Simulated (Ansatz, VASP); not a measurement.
# One calculation of SiO2, two programs

File INCAR:

```
SYSTEM = SiO2
PREC = Accurate ; ENCUT = 520
EDIFF = 1E-6 ; ISMEAR = 0
SIGMA = 0.05 ; LREAL = .FALSE.
LASPH = .TRUE. ; NELM = 80
ALGO = Normal ; ISIF = 2
LWAVE = .FALSE. ; LCHARG = .FALSE.
GGA = CA ; NBANDS = 25
```

File KPOINTS:

```
regular mesh
0
G
  6 6 10
  0 0 0
```

POSCAR

```
SiO2
1.0
    4.2097517764      0.0000000000      0.0000000000
    0.0000000000      4.2097517764      0.0000000000
    0.0000000000      0.0000000000      3.0074466691
Si O
2 4
Direct
    0.5000000000      0.5000000000      0.5000000000
    0.0000000000      0.0000000000      0.0000000000
    0.6944252994      0.6944252994      0.0000000000
    0.1944252994      0.8055747006      0.5000000000
    0.3055747006      0.3055747006      0.0000000000
    0.8055747006      0.1944252994      0.5000000000
```

Input for Ansatz:

```yaml
crystal:
  lattice:
    - [4.2097517764, 0.0, 0.0]
    - [0.0, 4.2097517764, 0.0]
    - [0.0, 0.0, 3.0074466691]
  atoms:
    - { symbol: Si, position: [0.5, 0.5, 0.5] }
    - { symbol: Si, position: [0.0, 0.0, 0.0] }
    - { symbol: O, position: [0.6944252994, 0.6944252994, 0.0] }
    - { symbol: O, position: [0.1944252994, 0.8055747006, 0.5] }
    - { symbol: O, position: [0.3055747006, 0.3055747006, 0.0] }
    - { symbol: O, position: [0.8055747006, 0.1944252994, 0.5] }
basis:
  ecutwfc: 520.0
kpoints:
  mp_grid: { grid: [6, 6, 10] }
hamiltonian:
  xc: lda
  pseudopotentials: { kind: paw, azcp: { folder: soft_1 } }
scf:
  occupations: { method: gaussian, width: 0.05 }
output:
  forces: true
  stress: true
  eigenvalues: true
```

Alike in both runs: task single point; functional LDA; k mesh 6 × 6 × 10; occupations gaussian, width 0.05 eV; no spin polarisation.

```csv
,VASP,Ansatz
version,VASP 6.6.1,Ansatz 0.2.0
potentials or method,"VASP PAW LDA potentials, release 64 (Si, O)","scalar-relativistic, plane waves, PAW"
plane-wave cutoff (eV),520,520
valence electrons in the cell,32,32
```

```csv
,VASP,Ansatz,Ansatz less VASP
gap on the k mesh at the Fermi level (eV),2.95,2.95,+0.001
least direct gap on the mesh (eV),2.95,2.95,+0.001
rms of the force components (eV/Å),0.127,0.131,+0.0037
```

Atom by atom the forces differ by 0.004 eV/Å (rms over components). Ansatz warned: «pseudo_functional_mismatch».
